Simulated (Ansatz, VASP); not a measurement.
SnO in VASP and in Ansatz

POSCAR

```
SnO
1.0
    3.7925880617      0.0000000000      0.0000000000
    0.0000000000      3.7925880617      0.0000000000
    0.0000000000      0.0000000000      4.9011388447
Sn O
2 2
Direct
    0.0000000000      0.5000000000      0.2349067612
    0.5000000000      0.0000000000      0.7650932388
    0.5000000000      0.5000000000      0.0000000000
    0.0000000000      0.0000000000      0.0000000000
```

Contents of INCAR.step1:

```
SYSTEM = SnO
PREC     = Accurate       ! precision mode
ENCUT    = 520            ! plane-wave cutoff, eV
ISMEAR   = -1             ! smearing method
SIGMA    = 0.02           ! smearing width, eV
LREAL    = .FALSE.        ! projectors in reciprocal space
LASPH    = .TRUE.         ! aspherical terms in the spheres
NELM     = 100            ! most SCF steps
NBANDS   = 28             ! bands
GGA      = PE             ! functional
ALGO     = Normal         ! electronic algorithm
EDIFF    = 1E-4           ! SCF threshold, eV
LWAVE    = .TRUE.         ! write WAVECAR
LCHARG   = .FALSE.        ! write CHGCAR
```

Contents of INCAR.step2:

```
SYSTEM = SnO
PREC     = Accurate       ! precision mode
ENCUT    = 520            ! plane-wave cutoff, eV
EDIFF    = 1E-6           ! SCF threshold, eV
ISMEAR   = -1             ! smearing method
SIGMA    = 0.02           ! smearing width, eV
LREAL    = .FALSE.        ! projectors in reciprocal space
LASPH    = .TRUE.         ! aspherical terms in the spheres
NELM     = 100            ! most SCF steps
ALGO     = Normal         ! electronic algorithm
ISIF     = 2              ! what is computed and relaxed
LWAVE    = .FALSE.        ! write WAVECAR
LCHARG   = .FALSE.        ! write CHGCAR
METAGGA  = R2SCAN         ! meta-GGA
LMIXTAU  = .TRUE.       
NBANDS   = 28             ! bands
ISTART   = 1
```

File KPOINTS:

```
Automatic mesh
0
G
  6 6 6
  0 0 0
```

Input for Ansatz:

```yaml
crystal:
  lattice:
    - [3.7925880617, 0.0, 0.0]
    - [0.0, 3.7925880617, 0.0]
    - [0.0, 0.0, 4.9011388447]
  atoms:
    - { symbol: Sn, position: [0.0, 0.5, 0.2349067612] }
    - { symbol: Sn, position: [0.5, 0.0, 0.7650932388] }
    - { symbol: O, position: [0.5, 0.5, 0.0] }
    - { symbol: O, position: [0.0, 0.0, 0.0] }
kpoints:
  mp_grid: { grid: [6, 6, 6] }
  band_path:
    path:
      - [0.0, 0.0, 0.0]
      - [0.0, 0.5, 0.0]
      - [0.5, 0.5, 0.0]
      - [0.0, 0.0, 0.5]
      - [0.0, 0.5, 0.5]
      - [0.5, 0.5, 0.5]
      - [-0.046875, -0.041667, 0.0]
    npoints: 1
hamiltonian:
  xc: r2scan
scf:
  occupations: { method: fermi_dirac, width: 0.02 }
  n_extra_bands: 5
output:
  forces: true
  stress: true
  eigenvalues: true
```

Change from the starting cell: uniaxial_z strain +3.0%.

Alike in both runs: task single point; functional r2SCAN; k mesh 6 × 6 × 6; occupations fermi-dirac, width 0.02 eV; no spin polarisation.

|  | VASP | Ansatz |
| --- | --- | --- |
| version | VASP 6.6.1 | Ansatz 0.2.0 |
| potentials or method | VASP PAW PBE potentials, release 64 (Sn_d, O) | plane waves, PAW |
| plane-wave cutoff (eV) | 520 | 500 |
| valence electrons in the cell | 40 | 40 |

```tsv
	VASP	Ansatz	Ansatz less VASP
pressure (GPa)	1.2	0.7	-0.60
largest component of the traceless stress (GPa)	0.45	0.41	-0.039
rms of the force components (eV/Å)	0.054	0.007	-0.0468
```

Atom by atom the forces differ by 0.061 eV/Å (rms over components).

Caveats: the PAW data sets were made with another functional, which shifts forces and pressure a little (VASP); spin-orbit coupling is left out, which moves the levels of the heavy elements.
